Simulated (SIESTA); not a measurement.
CO2:

```
CELL_PARAMETERS angstrom
2.63591 -2.38738 0.00000
2.63591 2.38738 0.00000
0.00000 0.00000 6.58717
ATOMIC_POSITIONS crystal
O 0.30651 0.69349 0.60816
O 0.69349 0.30651 0.39184
O 0.19349 0.80651 0.10816
O 0.80651 0.19349 0.89184
C 0.50000 0.50000 0.50000
C 0.00000 0.00000 0.00000
```

The cell comes from a database or a generator and needn't be the stable form of this composition.

* Program: SIESTA 5.4.2
* Task: single point
* Functional: PBE
* Potentials or basis: PseudoDojo 0.4 standard (PBE files)
* Basis: DZP (energy shift 0.003 Ry)
* Grid cutoff: 800 Ry
* Energy shift: 0.003 Ry
* k mesh: 8 × 8 × 4
* Occupations: fermi-dirac, width 0.05 eV
* Spin: no spin polarisation

On this cell: pressure 7.9 GPa; largest force 2.352 eV/Å; band gap on the k mesh 7.20 eV, indirect (least direct gap 7.74 eV).

The same run follows on a disturbed copy (atoms moved at random, drawn with an rms of 0.05 Å):

```
CELL_PARAMETERS angstrom
2.63591 -2.38738 0.00000
2.63591 2.38738 0.00000
0.00000 0.00000 6.58717
ATOMIC_POSITIONS crystal
O 0.33198 0.70511 0.60389
O 0.68408 0.30975 0.38669
O 0.18928 0.80583 0.11288
O 0.80321 0.18211 0.88830
C 0.49159 0.49769 0.49826
C 0.01359 0.00556 0.99847
```

Problem. What changes?

Solution. The energy moves by +39.0 meV/atom; pressure 10.2 GPa; largest force 7.496 eV/Å; band gap on the k mesh 6.54 eV, indirect (least direct gap 7.04 eV).

Forces in eV/Å, atoms in the order of the input:
```
O    0.268  5.818  4.719
O   -0.382 -1.973 -1.533
O    0.354 -1.342  0.961
O    0.398  0.906 -0.892
C    0.105 -3.861 -3.152
C   -0.743  0.451 -0.103
```

Stress tensor (GPa, compression positive):
```
 0.93  1.45  1.03
 1.45 18.20  7.31
 1.03  7.31 11.60
```

Caveats: the basis of atomic orbitals isn't converged, which shifts pressures, moduli and gaps; forces of over 1 eV/Å show positions far from the minimum, so gaps and moduli don't describe the material at rest (some runs).

A k mesh can miss the band edges.
